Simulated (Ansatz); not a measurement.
## Piezoelectric tensor of GaSb at 11 GPa (stress–strain coefficients)

Method: Ansatz 0.2.0, DFT PBE, scalar-relativistic, plane waves, PAW. Cutoff 420 eV, 12×12×12 k-points (Γ-centred), fixed occupations. No spin polarisation.

The cell, relaxed at 11 GPa:
```xyz
2
Lattice="0.0000 2.9399 2.9399 2.9399 0.0000 2.9399 2.9399 2.9399 0.0000" Properties=species:S:1:pos:R:3 pbc="T T T"
Ga    0.0000    0.0000    0.0000
Sb    4.4099    4.4099    4.4099
```

Spin–orbit coupling is left out, which matters for heavy elements. The real crystal has changed phase below this pressure. The bands were filled as in an insulator; under compression the gap may have closed between mesh points.

Question: Give the relaxed-ion proper piezoelectric stress tensor e_iJ (C/m², Voigt columns xx yy zz yz xz xy).

Answer:
```
x   0.000 0.000 0.000 0.034 0.000 0.000
y   0.000 0.000 0.000 0.000 0.034 0.000
z   0.000 0.000 0.000 0.000 0.000 0.034
```
Signs follow the orientation of the cell as given.

Question: With the elastic constants (GPa, Voigt order)
```
120.9  78.3  78.3   0.0   0.0   0.0
 78.3 120.9  78.3   0.0   0.0   0.0
 78.3  78.3 120.9   0.0   0.0   0.0
  0.0   0.0   0.0  43.2   0.0   0.0
  0.0   0.0   0.0   0.0  43.2   0.0
  0.0   0.0   0.0   0.0   0.0  43.2
```
find the strain coefficients d = e·C⁻¹ (pC/N).

Answer:
```
x   0.00 0.00 0.00 0.78 0.00 0.00
y   0.00 0.00 0.00 0.00 0.78 0.00
z   0.00 0.00 0.00 0.00 0.00 0.78
```

Cost: 1 run of about 2.6 core-minutes, on Intel Xeon 6975P-C (Granite Rapids) (shared hosts).